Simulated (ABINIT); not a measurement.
Planning a run of ABINIT 10.8.3 on KF (Carobbiite). The input:

```
acell 3*1.0 Angstrom
rprim 
  -0.000000000000 2.671850000000 2.671850000000
  2.671850000000 -0.000000000000 2.671850000000
  2.671850000000 2.671850000000 0.000000000000
ntypat 2
znucl 19 9
natom 2
typat 1 2
xred 
  0.000000000000 0.000000000000 0.000000000000
  0.500000000000 0.500000000000 0.500000000000
pp_dirpath "pseudos"
pseudos "K.upf, F.upf"
ecut 36
ngkpt 6 6 6
nshiftk 1
shiftk 0 0 0
kptopt 1
chksymbreak 0
istwfk *1
occopt 1
irdwfk 1
optdriver 3
nband 22
ecuteps 8.4
inclvkb 2
awtr 1
symchi 1
indata_prefix "in"
outdata_prefix "out"
tmpdata_prefix "tmp"
```

```sh
OMP_NUM_THREADS=1 mpirun -n 4 abinit run.abi > log
```

**Question.** Estimate wall time and host memory on 4 MPI ranks of Arm Neoverse V2, shared host.

It took 23 s; on shared hardware allow 11 s to 46 s. Peak host memory was 0.74 GiB.

[Paths, hosts, dates, memory and timing lines, banners, echoed tables and standing remarks are left out of the program output.]

[Logs are printed without paths, hosts, clocks, repeated set-up lines and the standing remarks that a program may print on its own settings, such as how far it seeks lower states.]

[Runs of the session that timed out or met a known fault of the program may be left out.]

[Hosts, paths, dates, database ids (printed as entryN), source tags and the programs' standing remarks are cut or masked in the printed files.]

[G0W0 gaps are taken among the corrected bands and points alone; a level outside them can change the order at an edge.]

[Where Ansatz stands beside ABINIT at settings called matched, ABINIT's density can come from a denser mesh and the files from another edition; pairs whose starting gaps differed by over 0.03 eV were left out, so agreement reads better than it is.]
